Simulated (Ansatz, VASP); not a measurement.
TaN in VASP and in Ansatz

```
Ta N
1.0
     0.00000    2.17900    2.17900
     2.17900    0.00000    2.17900
     2.17900    2.17900    0.00000
Ta N
1 1
Direct
  0.50000 0.50000 0.50000
  0.00000 0.00000 0.00000
```

Alike in both runs: task single point; functional PBE; k mesh 10 × 10 × 10; occupations fermi-dirac, width 0.05 eV; no spin polarisation.

|  | VASP | Ansatz |
| --- | --- | --- |
| version | VASP 6.6.1 | Ansatz 0.2.0 |
| potentials or method | VASP PAW PBE potentials, release 64 (Ta_pv, N) | Ansatz PAW |
| plane-wave cutoff (eV) | 520 | 420 |
| valence electrons in the cell | 16 | 18 |

Ansatz gave:

| Item | Value |
| --- | --- |
| gap on the k mesh at the Fermi level (eV) | none |
| pressure (GPa) | 14.5 |

Which values does VASP return?

gap on the k mesh at the Fermi level (eV): none; pressure (GPa): 15.4.

A gap of «none» marks a metal or a gap that the smearing closes. The two sets of potentials don't hold the same shells in valence.

Caveats: so large a pressure means that the cell lies far from this level's equilibrium, or that cutoff or potentials fall short (VASP); the pressure holds a Pulay correction of +0.5 GPa for the finite cutoff (Ansatz). The runs have no spin-orbit coupling, so splittings on Ta are missing.
